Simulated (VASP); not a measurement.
# Os (P6_3/mmc) in VASP: a series of runs

Aim: see how the results for Os move with the level of theory and the settings. Levels: revPBE+D3, revPBE+D3(BJ). Tasks: relaxation of cell and atoms.

Program: VASP 6.6.1. These are calculated values, not measurements. Logs are shortened: lines on timing, memory, paths and dates and some standing lists are left out, and cuts for length are marked.

## (1) Starting point

Symmetry: P6_3/mmc, No. 194, hexagonal system. The conventional cell has a = 2.734 Å, b = 2.734 Å, c = 4.320 Å, α = 90.00°, β = 90.00°, γ = 120.00°. Os (site symmetry -6m2) is surrounded by 12 Os at 2.68 to 2.73 Å.

## (2) Relaxation of cell and atoms, revPBE+D3

INCAR

```
ALGO = Normal
EDIFF = 1E-6
EDIFFG = -0.005
ENCUT = 600
GGA = RE
IBRION = 2
ISIF = 3
ISMEAR = -1
IVDW = 11
LASPH = True
LCHARG = False
LREAL = False
LWAVE = False
NELM = 60
NSW = 40
PREC = Accurate
SIGMA = 0.05
```

KPOINTS

```
k-points
0
Gamma
  11 11 6
```

POSCAR

```
Os
1.0
    2.7341000000      0.0000000000      0.0000000000
   -1.3670500000      2.3678000565      0.0000000000
    0.0000000000      0.0000000000      4.3197000000
Os
2
Direct
    0.6666666667      0.3333333333      0.7500000000
    0.3333333333      0.6666666667      0.2500000000
```

Potentials or basis: VASP PAW PBE potentials, release 64 (Os).

Launch:

```bash
$ cat potpaw_PBE.64/Os/POTCAR > POTCAR
$ mpirun -np 1 vasp_std > vasp.out
```

OUTCAR:

```text
EDIFF = 1E-6
   EDIFFG = -0.005
   ENCUT = 600
   GGA = RE
   IBRION = 2
   ISIF = 3
   ISMEAR = -1
   IVDW = 11
   LASPH = True
   LREAL = False
   NELM = 60
   NSW = 40
   PREC = Accurate
 IVDW          = 11

 ion  position               nearest neighbor table
   1  0.667  0.333  0.750-   2 2.68   2 2.68   2 2.68   2 2.68   2 2.68   2 2.68
   2  0.333  0.667  0.250-   1 2.68   1 2.68   1 2.68   1 2.68   1 2.68   1 2.68

  LATTYP: Found a hexagonal cell.
 ALAT       =     2.7341000000
 C/A-ratio  =     1.5799348963

  Lattice vectors:

 A1 = (   2.7341000000,   0.0000000000,   0.0000000000)
 A2 = (  -1.3670500000,   2.3678000565,   0.0000000000)
 A3 = (   0.0000000000,   0.0000000000,   4.3197000000)

Analysis of symmetry for initial positions (statically):
=====================================================================
 Subroutine PRICEL returns:
 Original cell was already a primitive cell.

 Routine SETGRP: Setting up the symmetry group for a
 hexagonal supercell.

 Subroutine GETGRP returns: Found 24 space group operations
 (whereof 12 operations were pure point group operations)
 out of a pool of 24 trial point group operations.

The static configuration has the point symmetry D_3d.
 The point group associated with its full space group is D_6h.

Analysis of symmetry for dynamics (positions and initial velocities):
=====================================================================
 Subroutine PRICEL returns:
 Original cell was already a primitive cell.

 Routine SETGRP: Setting up the symmetry group for a
 hexagonal supercell.

 Subroutine GETGRP returns: Found 24 space group operations
 (whereof 12 operations were pure point group operations)
 out of a pool of 24 trial point group operations.

The dynamic configuration has the point symmetry D_3d.
 The point group associated with its full space group is D_6h.

 Subroutine INISYM returns: Found 24 space group operations
 (whereof 12 operations are pure point group operations),
 and found     1 'primitive' translations

----------------------------------------------------------------------------------------

                                     Primitive cell

  volume of cell :      27.9649

  direct lattice vectors                    reciprocal lattice vectors
     2.734100000  0.000000000  0.000000000     0.365751070  0.211166479  0.000000000
    -1.367050000  2.367800057  0.000000000     0.000000000  0.422332957  0.000000000
     0.000000000  0.000000000  4.319700000     0.000000000  0.000000000  0.231497558

  length of vectors
     2.734100000  2.734100000  4.319700000     0.422332957  0.422332957  0.231497558

  position of ions in fractional coordinates (direct lattice)
     0.666666667  0.333333333  0.750000000
     0.333333333  0.666666667  0.250000000

  ion indices of the primitive-cell ions
   primitive index   ion index
                 1           1
                 2           2

----------------------------------------------------------------------------------------

 KPOINTS: k-points

Automatic generation of k-mesh.
 Grid dimensions read from file:
 generate k-points for:   11   11    6

 Generating k-lattice:

  Cartesian coordinates                     Fractional coordinates (reciprocal lattice)
     0.033250097  0.019196953  0.000000000     0.090909091 -0.000000000  0.000000000
     0.000000000  0.038393905  0.000000000     0.000000000  0.090909091  0.000000000
     0.000000000  0.000000000  0.038582926     0.000000000  0.000000000  0.166666667

  Length of vectors
     0.038393905  0.038393905  0.038582926

  Shift w.r.t. Gamma in fractional coordinates (k-lattice)
     0.000000000  0.000000000  0.000000000

 Subroutine IBZKPT returns following result:
 ===========================================

 Found     64 irreducible k-points:

 Following reciprocal coordinates:
            Coordinates               Weight
  0.000000  0.000000  0.000000      1.000000
  0.090909  0.000000  0.000000      6.000000
  0.181818  0.000000  0.000000      6.000000
  0.272727 -0.000000  0.000000      6.000000
  0.363636 -0.000000  0.000000      6.000000
  0.454545  0.000000  0.000000      6.000000
[... 16 lines left out ...]
  0.090909  0.090909  0.166667     12.000000
  0.181818  0.090909  0.166667     24.000000
 [... further k-points ...]
   k-points           NKPTS =     64   k-points in BZ     NKDIM =     64   number of bands    NBANDS=     12
   number of dos      NEDOS =    301   number of ions     NIONS =      2
   total plane-waves  NPLWV =  20736
   dimension x,y,z NGX =    24 NGY =   24 NGZ =   36
   dimension x,y,z NGXF=    48 NGYF=   48 NGZF=   72
   ions per type =               2
   NGX,Y,Z   is equivalent  to a cutoff of  14.59, 14.59, 13.85 a.u.
   NGXF,Y,Z  is equivalent  to a cutoff of  29.19, 29.19, 27.71 a.u.
 SYSTEM =  unknown system
   PREC   = accura    normal or accurate (medium, high low for compatibility)
   ISTART =      0    job   : 0-new  1-cont  2-samecut
   ICHARG =      2    charge: 1-file 2-atom 10-const
   ISPIN  =      1    spin polarized calculation?
   LNONCOLLINEAR =      F non collinear calculations
   LSORBIT =      F    spin-orbit coupling
   LASPH  =      T    aspherical Exc in radial PAW
   ENCUT  =  600.0 eV  44.10 Ry    6.64 a.u.   5.46  5.46  8.63*2*pi/ulx,y,z
   NELM   =     60;   NELMIN=  2; NELMDL= -5     # of ELM steps
   EDIFF  = 0.1E-05   stopping-criterion for ELM
   LREAL  =      F    real-space projection
   EDIFFG = -.5E-02   stopping-criterion for IOM
   NSW    =     40    number of steps for IOM
   IBRION =      2    ionic relax: 0-MD 1-quasi-New 2-CG
   NFREE  =      1    steps in history (QN), initial steepest desc. (CG)
   ISIF   =      3    stress and relaxation
   ISYM   =      2    0-nonsym 1-usesym 2-fastsym
   POTIM  = 0.5000    time-step for ionic-motion
   TEBEG  =    0.0;   TEEND  =   0.0 temperature during run
   PSTRESS=    0.0 pullay stress
   NELECT =      16.0000    total number of electrons
   NUPDOWN=      -1.0000    fix difference up-down
   EMIN   =  10.00;   EMAX   =-10.00  energy-range for DOS
   EFERMI =   0.00;   METHOD = LEGACY
   ISMEAR =    -1;   SIGMA  =   0.05  broadening in eV -4-tet -1-fermi 0-gaus
   EFERMI_NEDOS =   21; number of points for ismear=-14 and -15
   IALGO  =     38    algorithm
   IMIX   =      4    mixing-type and parameters
     AMIX     =   0.40;   BMIX     =  1.00
     AMIX_MAG =   1.60;   BMIX_MAG =  1.00
  volume/ion in A,a.u.               =      13.98        94.36
  Fermi-wavevector in a.u.,A,eV,Ry     =   1.359076  2.568282 25.131161  1.847088
  Thomas-Fermi vector in A             =   2.485855
   LORBIT       =      0    0 simple, 1 ext, 2 COOP (PROOUT), +10 PAW based schemes
   GGA     = RE    functional components
   LHFCALC =     F    Hartree Fock is set to
   AEXX    =    0.0000 exact exchange contribution
   IVDW    =    11    specifies the selected vdW correction
   LEPSILON=     F    determine dielectric tensor
   LRPA    =     F    only Hartree local field effects (RPA)
 conjugate gradient relaxation of ions
 non-spin polarized calculation
  energy-cutoff  :      600.00
  volume of cell :       27.96
 maximum number of plane-waves:       965
 NGX is ok and might be reduce to    24
   NGX = 11   NGY = 11   NGZ = 17

--------------------------------------- Ionic step        1  -------------------------------------------

 number of electron      16.0000001 magnetization

 Free energy of the ion-electron system (eV)
  ---------------------------------------------------
  ext. energy  EPLUGINS =         0.00000000
  ---------------------------------------------------
  free energy    TOTEN  =       -21.42824964 eV

  energy without entropy =      -21.41505601  energy(sigma->0) =      -21.42165283

------------------------ aborting loop because EDIFF is reached ----------------------------------------

 Edisp (eV)   -1.99483

 E8    (eV) :    -1.0882
[... 31 lines left out ...]
--------------------------------------- Ionic step        2  -------------------------------------------

 number of electron      16.0000000 magnetization

 E-fermi :  10.2205     XC(G=0): -14.3171

 val. band max:       10.2141306215   @ k =   0.3636  -0.0000   0.3333
 cond. band min:      10.2440627270   @ k =   0.0000   0.0000   0.0000
 fundamental gap:      0.0299321055
 Fermi energy:        10.2205068725

 k-point     1 :       0.0000    0.0000    0.0000
  band No.  band energies     occupation
      1      -1.1124      2.00000
      2       2.0021      2.00000
      3       6.9919      2.00000
      4       6.9919      2.00000
      5       7.2097      2.00000
      6       7.8909      2.00000
      7       7.8909      2.00000
      8       8.6342      2.00000
      9       8.6342      2.00000
     10      10.2441      0.76870
     11      12.0797      0.00000
     12      12.0797      0.00000
[... 331 lines left out ...]
 k-point    24 :       0.1818    0.0909    0.1667
  band No.  band energies     occupation
      1       1.3001      2.00000
      2       3.7004      2.00000
      3       5.1671      2.00000
      4       5.4022      2.00000
      5       6.7125      2.00000
      6       7.3971      2.00000
      7       8.0232      2.00000
      8       9.0149      2.00000
      9       9.6908      1.99995
     10      10.0916      1.85885
     11      12.5534      0.00000
     12      16.1671      0.00000

 [... further k-points ...]

------------------------ aborting loop because EDIFF is reached ----------------------------------------

 Edisp (eV)   -2.12710

 E8    (eV) :    -1.1647
[... 65 lines left out ...]
  FREE ENERGIE OF THE ION-ELECTRON SYSTEM (eV)
  ---------------------------------------------------
  free  energy   TOTEN  =       -23.4260589461 eV

  energy  without entropy=      -23.4130339640  energy(sigma->0) =      -23.41954646

[... ionic steps 4 to 7 ...]

--------------------------------------- Ionic step        8  -------------------------------------------

 number of electron      16.0000001 magnetization

------------------------ aborting loop because EDIFF is reached ----------------------------------------
[... 75 lines left out ...]
--------------------------------------- Ionic step       10  -------------------------------------------

 number of electron      16.0000001 magnetization

 Free energy of the ion-electron system (eV)
  ---------------------------------------------------
  ext. energy  EPLUGINS =         0.00000000
  ---------------------------------------------------
  free energy    TOTEN  =       -21.40693986 eV

  energy without entropy =      -21.39386026  energy(sigma->0) =      -21.40040006

 E-fermi :   9.6193     XC(G=0): -14.0919

 val. band max:        9.6042036651   @ k =   0.3636  -0.0000   0.3333
 cond. band min:       9.6576196311   @ k =   0.0000   0.0000   0.0000
 fundamental gap:      0.0534159660
 Fermi energy:         9.6192506557

 k-point     1 :       0.0000    0.0000    0.0000
  band No.  band energies     occupation
      1      -1.3578      2.00000
      2       1.7840      2.00000
      3       6.5734      2.00000
      4       6.5734      2.00000
      5       6.8013      2.00000
      6       7.4222      2.00000
      7       7.4222      2.00000
      8       8.1006      2.00000
      9       8.1006      2.00000
     10       9.6576      0.63409
     11      11.3750      0.00000
     12      11.3750      0.00000
[... 331 lines left out ...]
 k-point    24 :       0.1818    0.0909    0.1667
  band No.  band energies     occupation
      1       0.9686      2.00000
      2       3.4097      2.00000
      3       4.8248      2.00000
      4       5.0533      2.00000
      5       6.3142      2.00000
      6       6.9491      2.00000
      7       7.5316      2.00000
      8       8.4892      2.00000
      9       9.1172      1.99991
     10       9.4965      1.84198
     11      11.8145      0.00000
     12      15.2668      0.00000

 [... further k-points ...]

------------------------ aborting loop because EDIFF is reached ----------------------------------------

 Edisp (eV)   -2.01918

 E8    (eV) :    -1.1024
[... 25 lines left out ...]
  FREE ENERGIE OF THE ION-ELECTRON SYSTEM (eV)
  ---------------------------------------------------
  free  energy   TOTEN  =       -23.4261230365 eV

  energy  without entropy=      -23.4130434343  energy(sigma->0) =      -23.41958324

 reached required accuracy - stopping structural energy minimisation
```

It took 57 s on 1 thread of AMD EPYC 9R45 (Zen 5), shared host; peak memory 0.15 GiB.

What came out:

| Property | Result |
| --- | --- |
| Free energy | -23.4261 eV |
| Relaxed volume | 13.86 Å³/atom |
| Relaxed cell | a = 2.724 Å, b = 2.724 Å, c = 4.313 Å, α = 90.00°, β = 90.00°, γ = 120.00° |
| Space group after relaxing (to 0.05 Å) | P6_3/mmc (No. 194) |
| Energy gained by relaxing | 1.5 meV/atom |
| Ionic steps | 10 |
| Pressure after relaxing | 0.0 GPa |
| Band gap on the k mesh | none (metal or under the smearing width) |
| Dispersion energy per atom | -1.010 eV |

Step by step:
```csv
step,energy change (eV),largest force (eV/Å),pressure (GPa),volume (Å³)
1,0.0000,0.0000,-3.72,27.96
2,0.0547,0.0000,18.43,26.67
3,-0.0030,0.0000,0.01,27.72
4,-0.0030,0.0000,0.02,27.72
5,-0.0030,0.0000,0.31,27.70
6,-0.0030,0.0000,0.16,27.71
7,-0.0029,0.0000,0.08,27.71
8,-0.0030,0.0000,0.12,27.71
9,-0.0030,0.0000,-0.35,27.74
10,-0.0030,0.0000,0.03,27.72
```

Final structure:
```
Os
1.0
     2.72408    0.00000    0.00000
    -1.36204    2.35912    0.00000
     0.00000    0.00000    4.31301
Os
2
Direct
  0.66667 0.33333 0.75000
  0.33333 0.66667 0.25000
```

Levels at points of the mesh, in eV from the Fermi level:
```tsv
k point	band 4	band 5	band 6	band 7	band 8	band 9	band 10	band 11	band 12
(0.00, 0.00, 0.00)	-3.05	-2.82	-2.20	-2.20	-1.52	-1.52	0.04	1.76	1.76
(0.00, 0.00, 0.50)	-3.59	-3.24	-3.24	-3.24	-3.24	0.95	0.95	0.95	0.95
```

Caveat: the PAW data sets were made with another functional, which shifts forces and pressure a little; pairwise dispersion overbinds metals, which lowers pressure and volume.

## (3) Relaxation of cell and atoms, revPBE+D3(BJ)

INCAR

```
ALGO     = Normal         # electronic algorithm
EDIFF    = 1E-7           # SCF threshold, eV
EDIFFG   = -0.005         # ionic threshold
ENCUT    = 600            # plane-wave cutoff, eV
GGA      = RE             # functional
IBRION   = 2              # ionic algorithm
ISIF     = 3              # what is computed and relaxed
ISMEAR   = -1             # smearing method
IVDW     = 12             # dispersion correction
LASPH    = T              # aspherical terms in the spheres
LCHARG   = F              # write CHGCAR
LREAL    = F              # projectors in reciprocal space
LWAVE    = F              # write WAVECAR
NELM     = 80             # most SCF steps
NSW      = 40             # ionic steps
PREC     = Accurate       # precision mode
SIGMA    = 0.05           # smearing width, eV
```

KPOINTS is that of step 2.

POSCAR is that of step 2.

Potentials or basis: VASP PAW PBE potentials, release 64 (Os).

Launch:

```bash
$ cat potpaw_PBE.64/Os/POTCAR > POTCAR
$ mpirun -np 1 vasp_std > vasp.out
```

Run time: 39 s. Hardware: 1 thread of AMD EPYC 9R45 (Zen 5), shared host; peak memory 0.15 GiB.

Results (log left out):

```
Free energy                            : -23.8353 eV
Relaxed volume                         : 13.90 Å³/atom
Relaxed cell                           : a = 2.728 Å, b = 2.728 Å, c = 4.314 Å, α = 90.00°, β = 90.00°, γ = 120.00°
Space group after relaxing (to 0.05 Å) : P6_3/mmc (No. 194)
Energy gained by relaxing              : 0.6 meV/atom
Ionic steps                            : 5
Pressure after relaxing                : 0.0 GPa
Band gap on the k mesh                 : none (metal or under the smearing width)
Dispersion energy per atom             : -1.210 eV
```

The path:
```csv
step,energy change (eV),largest force (eV/Å),pressure (GPa),volume (Å³)
1,0.0000,0.0000,-2.43,27.96
2,0.0233,0.0000,11.70,27.11
3,-0.0012,0.0000,0.01,27.81
4,-0.0012,0.0000,-0.02,27.81
5,-0.0013,0.0000,0.00,27.81
```

Final structure:
```
Os
1.0
     2.72811    0.00000    0.00000
    -1.36406    2.36262    0.00000
     0.00000    0.00000    4.31409
Os
2
Cartesian
  1.3641 0.7875 3.2356
  0.0000 1.5751 1.0785
```

Levels at points of the mesh, in eV from the Fermi level:
```
           k point  band 5  band 6  band 7  band 8  band 9  band 10  band 11  band 12
(0.00, 0.00, 0.00)   -2.79   -2.18   -2.18   -1.52   -1.52     0.05     1.75     1.75
(0.00, 0.00, 0.50)   -3.23   -3.23   -3.23   -3.23    0.95     0.95     0.95     0.95
```

Caveat: the PAW data sets were made with another functional, which shifts forces and pressure a little; pairwise dispersion overbinds metals, which lowers pressure and volume. The run has no spin-orbit coupling, so splittings on Os are missing.

## (4) The reference run

An earlier run on the cell as given: functional PBE; potentials or basis VASP PAW PBE potentials, release 64 (Os); cutoff 520 eV; k mesh 11 × 11 × 6; occupations fermi-dirac, width 0.05 eV; no spin polarisation.

- Pressure: 8.9 GPa
- Band gap on the k mesh: none (metal or under the smearing width)

## (5) The runs side by side

| task | level | cell | cutoff (eV) | gap on the mesh (eV) | pressure (GPa) | relaxed volume (Å³/atom) |
| --- | --- | --- | --- | --- | --- | --- |
| relaxation of cell and atoms | revPBE+D3 | relaxed | 600 | none | 0.0 | 13.86 |
| relaxation of cell and atoms | revPBE+D3(BJ) | relaxed | 600 | none | 0.0 | 13.90 |
| single point | PBE | as given | 520 | none | 8.9 | - |

Alike in all rows: potentials or basis VASP PAW PBE potentials, release 64 (Os); no spin polarisation; k mesh 11 × 11 × 6; smearing fermi-dirac 0.05 eV.

Caveats: the PAW data sets were made with another functional, which shifts forces and pressure a little (some runs); pairwise dispersion overbinds metals, which lowers pressure and volume (some runs).

Total energies depend on the potentials used, so only differences within one code and one set of settings carry meaning.
